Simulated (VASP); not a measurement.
Cs2AgBiBr6:

```
Bi Cs Ag Br
1.0
     0.00000    5.61610    5.61610
     5.61610    0.00000    5.61610
     5.61610    5.61610    0.00000
Bi Cs Ag Br
1 2 1 6
Cartesian
  0.0000 0.0000 0.0000
  8.4242 8.4242 8.4242
  2.8081 2.8081 2.8081
  5.6161 5.6161 5.6161
  5.6161 5.6161 8.4180
  5.6161 5.6161 2.8142
  2.8142 5.6161 5.6161
  5.6161 8.4180 5.6161
  8.4180 5.6161 5.6161
  5.6161 2.8142 5.6161
```

| Property | Result |
| --- | --- |
| Program | VASP 6.6.1 |
| Task | relaxation of cell and atoms |
| Functional | PBEsol |
| Dispersion | rVV10 |
| Potentials or basis | VASP PAW PBE potentials, release 64 (Bi_d, Cs_sv, Ag, Br) |
| Cutoff | 600 eV |
| k mesh | 3 × 3 × 3 |
| Occupations | fermi-dirac, width 0.05 eV |
| Spin | no spin polarisation |

At the start: pressure -0.3 GPa; volume 35.43 Å³/atom.

Question: Where does the relaxation end?

Answer: Over 5 steps the energy falls by 5.0 meV/atom and the volume is 34.63 Å³/atom (-2.2 %); space group Fm-3m (No. 225, to 0.05 Å).

Step by step:
```tsv
step	energy change (eV)	largest force (eV/Å)	pressure (GPa)	volume (Å³)
1	0.0000	0.3128	-0.34	354.27
2	-0.0299	0.2127	-0.18	350.46
3	-0.0485	0.0129	0.20	343.66
4	-0.0489	0.0398	0.14	344.51
5	-0.0498	0.0049	-0.04	346.32
```

Final structure:
```
Bi Cs Ag Br
1.0
     0.00000    5.57376    5.57376
     5.57376    0.00000    5.57376
     5.57376    5.57376    0.00000
Bi Cs Ag Br
1 2 1 6
Direct
  0.00000 0.00000 0.00000
  0.75000 0.75000 0.75000
  0.25000 0.25000 0.25000
  0.50000 0.50000 0.50000
  0.74568 0.74568 0.25432
  0.25432 0.25432 0.74568
  0.74568 0.25432 0.25432
  0.74568 0.25432 0.74568
  0.25432 0.74568 0.74568
  0.25432 0.74568 0.25432
```

Caveat: the PAW data sets were made with another functional, which shifts forces and pressure a little.
